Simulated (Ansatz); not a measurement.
## Comparing deformations in BN

All numbers below come from Ansatz, DFT PBE+D3(BJ), scalar-relativistic, plane waves, PAW. Cutoff 420 eV, Γ-centred 12×12×12 k-points, Gaussian smearing of 0.05 eV. No spin polarisation. Energies are free energies at this smearing, counted from the undisturbed cell; pressure is positive in compression.

Reference structure (relaxed at this level; this form isn't the usual structure):

```
B N
1.0
     0.00000    3.33948    2.16883
     1.25384    0.00000    2.16883
     1.25384    3.33948    0.00000
B N
1 1
Direct
  0.00011 0.00011 0.99989
  0.66659 0.66659 0.33341
```

The cell is strained by ε times a Voigt pattern (xx, yy, zz, yz, xz, xy; engineering shear) with fractional coordinates fixed. τ = (1/V0) dE/dε comes from the stress tensor. Of each scan, only the three points used here are listed.

| pattern | ε | τ (GPa) |
| --- | --- | --- |
| (1, -1, 0, 0, 0, 0) | -0.0100 | -9.65 |
| (1, -1, 0, 0, 0, 0) | 0.0000 | -0.03 |
| (1, -1, 0, 0, 0, 0) | 0.0100 | 9.02 |
| (0, 1, 0, 0, 0, 0) | -0.0150 | -0.445 |
| (0, 1, 0, 0, 0, 0) | 0.0000 | 0.031 |
| (0, 1, 0, 0, 0, 0) | 0.0150 | 0.419 |

Task: Which constants do the scans give, and which deformation costs least for the same size of strain tensor?

Result: The slope dτ/dε at zero (parabola through three points) is pᵀCp: (1, -1, 0, 0, 0, 0) gives C11 + C22 − 2 C12 = 933 GPa; (0, 1, 0, 0, 0, 0) gives C22 = 28.8 GPa. The size of the strain tensor, ε:ε, is ε² times 2.0, 1.0. Per unit of it the stiffnesses are 467, 28.8 GPa, so (0, 1, 0, 0, 0, 0) is the softest of these: at ε:ε = (1 %)² the quadratic term costs 0.08 meV/atom against 1.32 for the stiffest. These are clamped-ion values.

Forces appear on the atoms along this scan, and letting them relax would lower the energy and soften the response.

Cost: 19 runs of about 1.7 core-minutes in all, on Intel Xeon Platinum 8259CL (Skylake/Cascade Lake) (shared hosts).